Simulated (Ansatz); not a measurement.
Runs of Ansatz 0.2.0 on CuO. The structure is orthorhombic, space group Cccm (No. 66). The conventional cell has a = 3.982 Å, b = 4.307 Å, c = 5.156 Å, α = 90.00°, β = 90.00°, γ = 90.00°. Cu (site symmetry 2/m) is surrounded by 4 O at 1.95 Å. O (site symmetry 222) has 4 Cu at 1.95 Å as nearest neighbours. Measurements of this composition are mostly on another form, of space group No. 15.

```tsv
task	level	potentials or basis	U	cell	k mesh	cutoff (eV)	points for each segment of the path	hubbard projectors	double counting	atoms under strain	mesh quality	gap on the mesh (eV)	pressure (GPa)	relaxed volume (Å³/atom)
relaxation of cell and atoms	LDA	Ansatz PAW	-	relaxed	9 × 9 × 5	420	-	-	-	-	not flagged	none	0.0	10.27
band structure	PBEsol+U	Ansatz PAW	Cu d U = 4.5 eV	as given	9 × 9 × 5	420	14	ortho-atomic (the default)	fll (the default)	-	not flagged	none	(a)	-
single point	PBE	Ansatz PAW	-	as given	9 × 9 × 5	350	-	-	-	-	not flagged	none	1.2	-
relaxation of cell and atoms	PBEsol+D3(BJ)	Ansatz PAW	-	relaxed	9 × 9 × 5	420	-	-	-	-	not flagged	none	0.0	10.43
single point	PBE	Ansatz PAW	-	as given	3 × 3 × 2	420	-	-	-	-	coarse	none	0.4	-
band structure	PBE	Ansatz PAW	-	as given	9 × 9 × 5	420	14	-	-	-	not flagged	none	1.4	-
elastic constants	r2SCAN	Ansatz PAW	-	as given	8 × 8 × 5	500	-	-	-	relaxed	not flagged	none	(c)	-
relaxation of cell and atoms	r2SCAN+U	Ansatz PAW	Cu d U = 5.3 eV	relaxed	9 × 9 × 5	500	-	ortho-atomic (the default)	fll (the default)	-	not flagged	none	0.0	10.90
elastic constants	PBE	Ansatz PAW	-	as given	8 × 8 × 5	420	-	-	-	relaxed	not flagged	none	1.4	-
single point	PBE	Ansatz PAW	-	as given	16 × 16 × 9	420	-	-	-	-	not flagged	none	1.4	-
relaxation of cell and atoms	RPBE	Ansatz PAW	-	relaxed	9 × 9 × 5	420	-	-	-	-	not flagged	none	0.0	(b)
```

Alike in all rows: no spin polarisation; smearing fermi-dirac 0.05 eV.

**Question.** Estimate the missing entries.

**Answer.** (a) -3.7; (b) 11.61; (c) -4.9.

Caveats: some runs use coarse meshes; the run has no spin polarisation, though such a crystal can be magnetic; semilocal functionals often make such compounds metallic where correlation or magnetic order opens a gap, which also shifts bond lengths (some runs); the PAW data sets come from PBE, with cores solved anew for the run's functional, which leaves a small shift of forces and pressure (some runs); the plane-wave basis is chosen anew once the cell has moved, so the energies of steps on either side of that aren't comparable (some runs); U without spin polarisation on a metal has little footing (some runs); elastic constants of metals need much finer meshes, so these are rough (some runs); the pressure holds a Pulay correction of +7.2 GPa for the finite cutoff (some runs).

A gap of «none» marks a metal or a gap under the smearing width.
